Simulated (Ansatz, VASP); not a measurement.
# SnSe in VASP and in Ansatz

```
Sn Se
1.0
     0.00000    3.01000    3.01000
     3.01000    0.00000    3.01000
     3.01000    3.01000    0.00000
Sn Se
1 1
Direct
  0.00000 0.00000 0.95302
  0.50000 0.50000 0.50000
```

Alike in both runs: task single point; functional PBEsol; k mesh 8 × 8 × 8; occupations gaussian, width 0.05 eV; no spin polarisation.

|  | VASP | Ansatz |
| --- | --- | --- |
| version | VASP 6.6.1 | Ansatz 0.2.0 |
| potentials or method | VASP PAW PBE potentials, release 64 (Sn_d, Se) | scalar-relativistic, plane waves, PAW |
| plane-wave cutoff (eV) | 520 | 420 |
| valence electrons in the cell | 20 | 30 |

Ansatz gave:

* gap on the k mesh at the Fermi level (eV): 0.57
* least direct gap on the mesh (eV): 0.57
* pressure (GPa): -1.3
* largest component of the traceless stress (GPa): 0.38
* rms of the force components (eV/Å): 0.048

Which values does VASP return?

gap on the k mesh at the Fermi level (eV): 0.57; least direct gap on the mesh (eV): 0.57; pressure (GPa): -1.3; largest component of the traceless stress (GPa): 0.38; rms of the force components (eV/Å): 0.052.

Atom by atom the forces differ by 0.004 eV/Å (rms over components). The two sets of potentials don't hold the same shells in valence.

Caveats: the PAW data sets were made with another functional, which shifts forces and pressure a little (VASP); spin-orbit coupling is left out, which moves the levels of the heavy elements. A k mesh can miss the band edges.
